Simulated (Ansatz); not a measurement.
The calculation used DFT PBE, scalar-relativistic, plane waves, PAW (Ansatz). All cells share a 420 eV cutoff and Γ-centred k meshes spaced at most about 0.3 Å⁻¹ (about 0.25 or finer for metals, 2π included). No spin polarisation in the final relaxations.

All energies are static (0 K, no zero-point motion).

Two relaxed structures of WC:

1.

```yaml
crystal:
  lattice:
    - [3.05748, 0.00000, 0.00000]
    - [0.00000, 3.05748, 0.00000]
    - [0.00000, 0.00000, 4.50238]
  atoms:
    - { symbol: W, position: [0.50000, 0.00000, 0.71941] }
    - { symbol: W, position: [0.00000, 0.50000, 0.28059] }
    - { symbol: C, position: [0.50000, 0.00000, 0.22284] }
    - { symbol: C, position: [0.00000, 0.50000, 0.77716] }
```

2.

```yaml
crystal:
  lattice:
    - [2.93994, 0.00000, 0.00000]
    - [0.00000, 2.93994, 0.00000]
    - [0.00000, 0.00000, 3.02770]
  atoms:
    - { symbol: W, position: [0.00000, 0.00000, 0.00000] }
    - { symbol: C, position: [0.50000, 0.50000, 0.00000] }
```

Problem. Which would you expect to be lower, and how large is the difference?

Solution. Cell 1 is lower, by 0.46 eV/atom. Cell 1 has space group P4/nmm (No. 129), 10.5 Å³/atom and no gap on its mesh; cell 2 has space group P4/mmm (No. 123), 13.1 Å³/atom and no gap. Counting C atoms around W (those within 1.25 times the shortest such distance or 1.15 times the sum of covalent radii, 1.27 where that leaves under three), cell 1 has W 6 and cell 2 has W 4. The denser one is the lower, and pressure would at first widen the difference. Even the lower one lies +0.28 eV/atom against the reference forms of the elements (uncorrected), so neither is stable at this level. In cell 1, around W lie 6 C at 2.18–2.27 Å and 8 W at 2.93–3.06 Å; C is surrounded by 6 W at 2.18–2.27 Å. In cell 2, W is surrounded by 4 C at 2.08 Å and 6 W at 2.94–3.03 Å; C has 4 W at 2.08 Å. Both come from invented guesses. A third cell relaxed alike, in P-6m2 (a measured cell (COD)), lies 0.42 eV/atom below the lower of the two.

Spin–orbit coupling, which can matter for W, is left out. Cells relaxed within their symmetry can be saddle points.

Cell 1 is essentially a tetragonally distorted rocksalt arrangement with puckered W–C layers, whereas cell 2 stacks flat square layers with W above W and C above C. The W–C contacts in cell 2 are shorter, 2.08 Å against 2.18–2.27 Å, as expected when the bonding is shared among fewer neighbours, but this doesn't make up for the lost W d–C p bonding between layers. That probably accounts for most of the 0.46 eV/atom.

Coordination number alone doesn't settle the order, however. The hexagonal P-6m2 form also has six C around each W, but in a trigonal prism, and lies a further 0.42 eV/atom down. This places it below the elements, in line with its being the familiar form of WC. The usual explanation is electron count: in a group 6 carbide, rocksalt-type bands must take electrons beyond the bonding states, while the prismatic structure puts the Fermi level near a pseudogap. The puckering in cell 1 may partly relieve this, but without an undistorted rocksalt reference its energy gain remains unknown.
